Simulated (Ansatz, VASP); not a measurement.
Re in VASP and in Ansatz

```
CELL_PARAMETERS angstrom
-1.55703 1.55703 1.55703
1.55703 -1.55703 1.55703
1.55703 1.55703 -1.55703
ATOMIC_POSITIONS crystal
Re 0.00000 0.00000 0.00000
```

Alike in both runs: task electric field gradients; functional PBE; k mesh 15 × 15 × 15; occupations fermi-dirac, width 0.05 eV; no spin polarisation.

|  | VASP | Ansatz |
| --- | --- | --- |
| version | VASP 6.6.1 | Ansatz 0.2.0 |
| potentials or method | VASP PAW PBE potentials, release 64 (Re) | PAW with Ansatz's default frozen-core files, scalar-relativistic |
| plane-wave cutoff (eV) | 520 | 420 |
| valence electrons in the cell | 7 | 15 |

|  | VASP | Ansatz | Ansatz less VASP |
| --- | --- | --- | --- |
| pressure (GPa) | -0.5 | 0.0 | +0.50 |
| Vzz of the field gradient on the site that differs most (V/Å²) | 0.0 | 0.0 | 0.00 |

With one functional, cell and mesh, what is left measures potentials, basis and numerics. The two sets of potentials don't hold the same shells in valence. Ansatz warned: «gradients_without_spin_orbit».

Spin-orbit coupling is left out, which matters for the levels of Re.
